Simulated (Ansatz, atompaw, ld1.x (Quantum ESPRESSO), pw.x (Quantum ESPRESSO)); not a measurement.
Which S potential is closest to all-electron in the fcc crystal?

All use PBE, scalar-relativistic, no spin, cutoffs from each file’s atomic test, pw.x 7.5; 14³ k-points, Fermi–Dirac smearing 0.01 Ry. Δ is the rms difference from all-electron LAPW of the E(V) curves that follow from fits to the pressures, over ±6 % in volume. Mesh and smearing are coarse and serve the comparison alone. The files are a selection: those with a ghost or negative overlap were mostly not run, and those with noisy or unconverged pressures or nearly equal Δ are left out.

All-electron: a0 = 3.994 Å (V0 = 15.92 Å³/atom), B0 = 76.3 GPa.

**Question.** Rank them by Δ, smallest first.
A. PAW, atompaw 4.2.0.5, PBE; core [Ne], reference 3s2 3p4; waves: 3s (bound): rc 1.50 bohr; 3s channel at 2.55 Ry: rc 1.50 bohr; 3p (bound): rc 1.50 bohr; 3p channel at 1.05 Ry: rc 1.50 bohr; 3d channel at 0.05 Ry: rc 1.50 bohr; local part: ultrasoft scheme with l = 3 at -0.5 Ry, radius 1.35 bohr; core correction: smooth core density matched at 1.25 bohr; augmentation: sinc compensation charge, radius 1.25 bohr; PAW radius 1.50 bohr; waves and projectors: custom rrkj vanderbiltortho.
B. norm-conserving Troullier–Martins (Kleinman–Bylander form), ld1.x (Quantum ESPRESSO) 7.5, PBE; core [Ne], reference 3s2 3p4; waves: 3s (bound): rc 1.45 bohr; 3p (bound): rc 1.70 bohr; local part: all-electron potential smoothed inside 1.20 bohr (lloc = -1); core correction: Bessel-smoothed model core inside 1.30 bohr.
C. PAW, atompaw 4.2.0.5, PBE; core [Ne], reference 3s2 3p4; waves: 3s (bound): rc 1.35 bohr; 3s channel at 1.25 Ry: rc 1.20 bohr; 3p (bound): rc 1.35 bohr; 3p channel at -0.15 Ry: rc 1.35 bohr; 3d channel at 0.05 Ry: rc 1.35 bohr; local part: bessel scheme, radius 0.95 bohr; core correction: smooth core density matched at 0.75 bohr; augmentation: sinc compensation charge, radius 1.00 bohr; PAW radius 1.35 bohr; waves and projectors: custom polynom vanderbiltortho.

**Answer.** A (0.1 meV/atom), C (0.4 meV/atom), B (7.2 meV/atom).
